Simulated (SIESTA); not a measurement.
Crystal: SrO.

```
Sr O
1.0
     0.00000    2.56630    2.56630
     2.56630    0.00000    2.56630
     2.56630    2.56630    0.00000
Sr O
1 1
Cartesian
  2.5663 2.5663 2.5663
  0.0000 0.0000 0.0000
```

Base run:

- Program: SIESTA 5.4.2
- Functional: PBE
- Potentials or basis: PseudoDojo 0.4 standard (PBE files)
- Basis: DZP (energy shift 0.003 Ry; two zetas on semicore shells; d shell added on Sr)
- Grid cutoff: 800 Ry
- Energy shift: 0.003 Ry
- k mesh: 9 × 9 × 9
- Occupations: fermi-dirac, width 0.05 eV
- Spin: no spin polarisation

Its results: band gap on the k mesh 3.31 eV, indirect (least direct gap 3.41 eV); pressure 4.1 GPa.

**Question.** After a change of settings the same cell gave: band gap on the k mesh 3.26 eV, indirect (least direct gap 3.36 eV); pressure 1.1 GPa. Which change was it?
A. functional from PBE to BLYP
B. basis from DZP (energy shift 0.003 Ry; two zetas on semicore shells; d shell added on Sr) to TZDP (energy shift 0.002 Ry; d shell added on Sr); energy shift from 0.003 Ry to 0.002 Ry
C. functional from PBE to AM05; potentials or basis from PseudoDojo 0.4 standard (PBE files) to PseudoDojo 0.4 standard (PBEsol files)

**Answer.** C.

Caveats: the basis of atomic orbitals isn't converged, which shifts pressures, moduli and gaps; an odd mesh through Γ misses points on the zone boundary, where band edges often lie (some runs); the potentials were made for another functional, which shifts forces and pressure (some runs).

Not every run made on this cell is shown here.
